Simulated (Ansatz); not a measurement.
## A series in volume scale on Ce

Periodic Kohn-Sham DFT of a crystal at fixed atoms, scaled to volume_scale times the given cell; pressure positive in compression, energy less spherical unpolarised free atoms, largest_vzz the field gradient of largest size among the nuclei. The results are calculated, by Ansatz 0.2.0.

The cell before it is scaled or strained (space group P6_3/mmc, No. 194):
```
CELL_PARAMETERS angstrom
3.16350 0.00000 0.00000
-1.58180 2.73970 0.00000
0.00000 0.00000 5.86620
ATOMIC_POSITIONS crystal
Ce 0.33333 0.66667 0.25000
Ce 0.66667 0.33333 0.75000
```

Settings of every row: method all-electron LAPW; functional LDA; relativity scalar; k mesh 15x15x7; filling fermi-dirac; smearing width 0.05 eV; basis error target 0.25 meV/atom; nucleus gaussian.

Atom start moment: 0 on all atoms.

Limits: no spin-orbit coupling on heavy atoms; open f shell, the state may not be the lowest.

| row | volume scale | V (Å³/atom) | pressure (GPa) | energy less free atoms (eV/atom) |
| --- | --- | --- | --- | --- |
| 1 | 0.9405 | 23.909 | -2.678 | -6.8014 |
| 2 | 0.98 | 24.913 | -4.064 | -6.7801 |
| 3 | 1 | 25.421 | ? | ? |
| 4 | 1.02 | 25.93 | -5.195 | -6.7506 |
| 5 | 1.06 | 26.947 | -6.109 | -6.7146 |

Question: what pressure and energy less free atoms should row 3 give?

Worked fit of pressure. Take u = (V_r/V)^(2/3) − 1 with V_r = 25.422 Å³ an atom, which is twice the finite (Eulerian) strain; such expansions in the strain, on which the Birch-Murnaghan equation of state is built, carry the rest volume and the bulk modulus. The shown rows have u = 0.04175, 0.01357, -0.0131, -0.03809. Least squares give pressure = −4.6607 + 42.52 × u + 118.61 × u² GPa; a straight line predicts inner rows, each left out in turn, worse (root mean square 0.12 against 0.005 GPa). The rows lie off it by 0.001, -0.002, 0.002, -0.001. The withheld row has u = 3e-05, so the fit gives −4.6607 + 42.52 × (3e-05) + 118.61 × (3e-05)² = -4.659 GPa.

The calculation gave -4.656 GPa. The fit lies 0.003 GPa (0.087 % of the column's range) below it; its largest miss of a shown row is 0.002 GPa.

Worked fit of energy less free atoms. Take u = (V_r/V)^(2/3) − 1 with V_r = 25.422 Å³ an atom, which is twice the finite (Eulerian) strain; such expansions in the strain, on which the Birch-Murnaghan equation of state is built, carry the rest volume and the bulk modulus. The shown rows have u = 0.04175, 0.01357, -0.0131, -0.03809. Least squares give energy less free atoms = −6.76623 − 1.1105 × u + 6.427 × u² eV/atom; a straight line predicts inner rows, each left out in turn, worse (root mean square 0.0065 against 4.2e-05 eV/atom). All shown rows lie on it to the printed digit. The withheld row has u = 3e-05, so the fit gives −6.76623 − 1.1105 × (3e-05) + 6.427 × (3e-05)² = -6.7663 eV/atom.

The calculation gave -6.7662 eV/atom. The fit lies 0.0001 eV/atom (0.12 % of the column's range) below it, one unit of the last digit.
